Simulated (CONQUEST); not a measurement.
The system is Hf.

```
Hf
1.0
     3.61000    0.00000    0.00000
     0.00000    3.61000    0.00000
     0.00000    0.00000    3.61000
Hf
2
Direct
  0.00000 0.00000 0.00000
  0.50000 0.50000 0.50000
```

This isn't the form of Hf at room conditions, which is hcp.

* Program: CONQUEST 1.3
* Task: single point
* Functional: PBE
* Potentials or basis: PseudoDojo NC PBE, SZP, grid cutoff 120 Ha
* k mesh: 7 × 7 × 7
* Occupations: fermi-dirac, width 0.05 eV
* Spin: no spin polarisation

On this cell: pressure -4.5 GPa; largest force zero by symmetry; band gap on the k mesh none (metal or under the smearing width).

The same run follows on a disturbed copy (atoms of the box moved at random, drawn with an rms of 0.05 Å):

```xyz
2
Lattice="3.6100 0.0000 0.0000 0.0000 3.6100 0.0000 0.0000 0.0000 3.6100" Properties=species:S:1:pos:R:3 pbc="T T T"
Hf   -0.0340    0.0236    0.0183
Hf    1.7856    1.8065    1.8110
```

Problem. What changes?

Solution. The energy (extrapolated to zero smearing) moves by +0.8 meV/atom; pressure -4.4 GPa; largest force 0.111 eV/Å; band gap on the k mesh none (metal or under the smearing width).

Forces in eV/Å, atoms in the order of the input:
```
Hf   0.054 -0.083 -0.045
Hf  -0.056  0.084  0.047
```

Stress tensor (GPa, compression positive):
```
-4.27 -0.03 -0.02
-0.03 -4.40  0.03
-0.02  0.03 -4.44
```

Caveats: the atomic basis is small; the box holds several primitive cells, so bands are folded and the points are those of the box's own zone; the basis of atomic orbitals isn't converged, which shifts pressures, moduli and gaps.
